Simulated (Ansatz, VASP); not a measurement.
## One calculation of GaSb, two programs

INCAR

```
SYSTEM = GaSb
PREC = Accurate
ENCUT = 520
EDIFF = 1E-6
ISMEAR = -1
SIGMA = 0.1
LREAL = .False.
LASPH = .True.
NELM = 100
ALGO = Normal
ISIF = 2
LWAVE = .False.
LCHARG = .True.
GGA = PE
LELF = .True.
LVHAR = .True.
NBANDS = 16
```

KPOINTS

```
Automatic mesh
0
Gamma
  13 13 13
  0 0 0
```

Contents of POSCAR:

```
GaSb
1.0
    3.2375463701      0.0000000000      0.0000000000
    0.0000000000      3.2375463701      0.0000000000
    0.0000000000      0.0000000000      3.2375463701
Ga Sb
1 1
Direct
    0.0000000000      0.0000000000      0.0000000000
    0.5000000000      0.5000000000      0.5000000000
```

Input for Ansatz:

```yaml
crystal:
  lattice:
    - [3.2375463701, 0.0, 0.0]
    - [0.0, 3.2375463701, 0.0]
    - [0.0, 0.0, 3.2375463701]
  atoms:
    - { symbol: Ga, position: [0.0, 0.0, 0.0] }
    - { symbol: Sb, position: [0.5, 0.5, 0.5] }
kpoints:
  mp_grid: { grid: [13, 13, 13] }
scf:
  occupations: { method: fermi_dirac, width: 0.1 }
hamiltonian:
  xc: pbe
  pseudopotentials: { kind: all_electron, lapw: { basis_error: 0.001 } }
output:
  forces: true
  stress: true
  eigenvalues: true
  populations: true
```

Change from the starting cell: volume scaled by 0.72, LAPW.

Alike in both runs: task single point; functional PBE; k mesh 13 × 13 × 13; occupations fermi-dirac, width 0.1 eV; no spin polarisation.

|  | VASP | Ansatz |
| --- | --- | --- |
| version | VASP 6.6.1 | Ansatz 0.2.0 |
| potentials or method | VASP PAW PBE potentials, release 64 (Ga_d, Sb) | all-electron LAPW, scalar-relativistic |
| plane-wave cutoff (eV) | 520 | see its input |

|  | VASP | Ansatz | Ansatz less VASP |
| --- | --- | --- | --- |
| pressure (GPa) | 36.4 | 36.2 | -0.22 |

Ansatz ran all-electron here, so the differences hold the error of VASP's frozen core and of both bases.

Caveats: so large a pressure means that the cell lies far from this level's equilibrium, or that cutoff or potentials fall short (VASP). The runs have no spin-orbit coupling, so splittings on Sb are missing.
